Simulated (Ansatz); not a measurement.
Space group P6_222 (No. 180). a = 5.059 Å, b = 5.059 Å, c = 5.542 Å, α = 90.00°, β = 90.00°, γ = 120.00°
| atom | site | symmetry | x | y | z |
| --- | --- | --- | --- | --- | --- |
| Si | 3c | 222 | 0.5000 | 0.5000 | 0.3333 |
| O | 6j | ..2 | 0.2082 | 0.7918 | 0.8333 |

Equation of state of this SiO2 structure (not necessarily the ground state), with shape and atoms relaxed at each volume where symmetry leaves them free. Level of theory: Ansatz, DFT r2SCAN, scalar-relativistic, plane waves, PAW.

Settings: cutoff 500 eV, Γ-centred mesh 6×6×4 on the computed 9-atom cell, Gaussian smearing of 0.02 eV; no spin polarisation.

| V (Å³/atom) | E − E(largest V) (meV/atom) | P (GPa) | gap on mesh (eV) |
| --- | --- | --- | --- |
| 12.826 | 3.24 | 9.60 | 6.47 |
| 13.236 | -14.78 | 4.59 | 6.40 |
| 13.645 | -20.58 | 0.01 | 6.30 |
| 14.055 | -15.29 | -4.08 | 6.17 |
| 14.464 | 0.00 | -7.79 | 6.02 |

**Question.** Fit a third-order Birch–Murnaghan equation to E(V).

**Answer.** V0 = 13.65 Å³/atom, B0 = 144 GPa, B0' = 2.3.

The gaps are read on the mesh, which can miss the band edges, so they can be too wide.

This form isn't the usual stable structure of the compound.

Cost: 5 runs of about 6.7 core-minutes in all, on Arm Neoverse V1 (shared hosts).